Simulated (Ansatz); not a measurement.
# Gap against volume in rock-salt KCl, displaced supercell (64 atoms)

The cell holds 64 atoms: 32 K and 32 Cl. Its edges and angles: a = 12.603 Å, b = 12.603 Å, c = 12.603 Å, α = 90.0°, β = 90.0°, γ = 89.9°. It derives from KCl (rock-salt), repeated 2×2×2. The starting structure: Rock-salt KCl (a = 6.293 Å), 2 x 2 x 2 conventional cells, xy shear strain +3 %; every coordinate displaced by a Gaussian of 0.07 Å.

Calculated with Ansatz 0.2.0: Kohn-Sham DFT, r2SCAN, PAW (set soft_2), plane waves; cutoff 500 eV, Γ point, gaussian smearing of 0.025 eV. The relaxed cell was scaled evenly and the atoms were relaxed at each volume. The gap is that between the highest filled and the lowest empty Kohn-Sham level on the run's k-points.

```
volume (Å³/atom)  gap (eV)
          28.147               6.204
          29.398                   ?
          30.336               5.917
          31.275               5.807
          32.213               5.705
          33.151               5.610
```

**Question.** Fit a straight line in ln V to the rows given and interpolate to the withheld row.

**Working.**

A volume deformation potential makes the spacing linear in u = ln(V/V0), with V0 = 31.275 Å³ the relaxed volume; v is the spacing.

```
u = ln(V/V0)  v (eV)
   -0.105360  6.2041
  -0.0304599  5.9166
           0  5.8072
   0.0295598  5.7052
   0.0582686  5.6098
```

With n = 5: mean u = -0.00959834, mean v = 5.84858, Σ(u − ū)² = 0.015837, Σ(u − ū)(v − v̄) = -0.057681. Slope b = -0.057681 / 0.015837 = -3.6422; intercept a = v̄ − b ū = 5.8136.

At the withheld volume u = -0.06188, and v = a + b u.

Prediction at 29.398: 6.039 eV. The run gave 6.034 eV, so the fit is high by 0.0052 eV (0.086 % of the value).

The slope, -3.64 eV, says that the spacing narrows on expansion. Among the rows given, the largest miss of the fit is at 33.151, by 0.0084 eV (1.4 % of the range of the table).

Limits: The table spans 16 % in volume, wide for a linear law. Semilocal functionals tend to put gaps under measured ones. Only the Γ point is sampled. The mesh needn't hold the band edges.

[Logs are printed without paths, hosts, clocks, repeated set-up lines and the standing remarks that a program may print on its own settings, such as how far it seeks lower states.]

[Hosts, paths, dates, database ids (printed as entryN), source tags and the programs' standing remarks are cut or masked in the printed files.]
